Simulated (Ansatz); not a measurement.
## Relaxation path: Zr (beta tin type)

DFT, PBE, PAW with Ansatz's default frozen-core files, scalar-relativistic (Ansatz 0.2.0); a Γ-centred 19×19×19 k mesh, Fermi–Dirac smearing of 0.1 eV, no spin polarisation. The run relaxes cell and atoms at a target pressure of 350 GPa.

Command: `ansatz run input.yaml --threads 1 --pin off --max-ram 3584MiB --backend cpu --events-out ev --progress --plain --runs-dir out` It took 59 s on 1 thread of Intel(R) Xeon(R) Platinum 8488C (Sapphire Rapids) (shared host), peak memory 0.52 GiB.

PAW: frozen-core files, cutoff 420 eV; forces are relaxed below 0.005 eV/Å.

Each step lists its enthalpy F + pV a cell above the last geometry, the pressure, the cell vectors (Å), and Cartesian positions (Å) with forces (eV/Å).

The first step:

```
step 1  dH = 68.61 meV  P = 386.5 GPa
  cell -2.0669 2.0669 1.1368  2.0669 -2.0669 1.1368  2.0669 2.0669 -1.1368
  Zr 0.0000 -1.0335 -0.2842   0.0000 0.0000 0.0000
  Zr 0.0000 1.0335 0.2842   0.0000 0.0000 0.0000
```

Where does the relaxation end, and by which steps?

After 5 geometries, with conventional a, b, c = 4.165, 4.165, 2.310 Å, at 10.016 Å³/atom (+3.12 % against the start) in space group I4_1/amd, with a shortest distance of 2.161 Å. The further steps:
```
step 2  dH = 83.59 meV  P = 313.2 GPa  (not accepted)
  cell -2.1086 2.1086 1.1652  2.1086 -2.1086 1.1652  2.1086 2.1086 -1.1652
  Zr 0.0000 -1.0543 -0.2913   0.0000 0.0000 0.0000
  Zr 0.0000 1.0543 0.2913   0.0000 0.0000 0.0000
step 3  dH = 1.02 meV  P = 352.6 GPa
  cell -2.0838 2.0838 1.1507  2.0838 -2.0838 1.1507  2.0838 2.0838 -1.1507
  Zr 0.0000 -1.0419 -0.2877   0.0000 0.0000 0.0000
  Zr 0.0000 1.0419 0.2877   0.0000 0.0000 0.0000
step 4  dH = 0.25 meV  P = 349.9 GPa
  cell -2.0841 2.0841 1.1530  2.0841 -2.0841 1.1530  2.0841 2.0841 -1.1530
  Zr 0.0000 -1.0421 -0.2883   0.0000 0.0000 0.0000
  Zr 0.0000 1.0421 0.2883   0.0000 0.0000 0.0000
step 5  dH = 0.00 meV  P = 350.0 GPa
  cell -2.0823 2.0823 1.1549  2.0823 -2.0823 1.1549  2.0823 2.0823 -1.1549
  Zr 0.0000 -1.0412 -0.2887   0.0000 0.0000 0.0000
  Zr 0.0000 1.0412 0.2887   0.0000 0.0000 0.0000
step 6  dH = -1.71 meV  P = 350.0 GPa  (same geometry on a basis chosen anew; earlier energies don't compare to the last digit)
  cell -2.0823 2.0823 1.1549  2.0823 -2.0823 1.1549  2.0823 2.0823 -1.1549
  Zr 0.0000 -1.0412 -0.2887   0.0000 0.0000 0.0000
  Zr 0.0000 1.0412 0.2887   0.0000 0.0000 0.0000
```
